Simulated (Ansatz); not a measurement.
A crystal relaxed with r2SCAN in the plane-wave code Ansatz has space group P-4m2 (No. 115) and a = 4.013 Å, c = 11.319 Å.

| atom | site | x | y | z |
| --- | --- | --- | --- | --- |
| Xx | 1a | 0.0000 | 0.0000 | 0.0000 |
| As | 2g | 0.0000 | 0.5000 | 0.1248 |
| Ga | 2f | 0.5000 | 0.5000 | 0.2502 |
| As | 2g | 0.5000 | 0.0000 | 0.3751 |
| Ga | 1d | 0.0000 | 0.0000 | 0.5000 |

With r2SCAN the gap is 1.29 eV and direct, at Γ. The HSE06 gap is direct at Γ: 1.67 eV. With PBE the gap is 0.79 eV and direct, at Γ. Meshes: r2SCAN 6×6×2, HSE06 4×4×2, PBE 6×6×2. r2SCAN's ε∞ is 10.6 along all three axes, to this precision.

**Question.** Which element is Xx?
A. In
B. B
C. Al
D. Tl

**Answer.** C. Xx is Al: AlGa3As4, ordered on the zincblende lattice (P-4m2) with 8 atoms a cell. Al is surrounded by 4 As at 2.45 Å; As is surrounded by 2 Al at 2.45 Å and 2 Ga at 2.46 Å; Ga is surrounded by 4 As at 2.45–2.46 Å; As is surrounded by 4 Ga at 2.45 Å; Ga is surrounded by 4 As at 2.45 Å.

No spin polarisation and no zero-point or thermal motion; the cell was built from a prototype and may be hypothetical.

The runs are scalar-relativistic, without spin-orbit coupling.

The meshes of the hybrids are coarse, so their gaps aren't converged to the digits shown.

For a response run the program warns that the ground state's bands aren't all converged, so ε∞ carries an extra error.
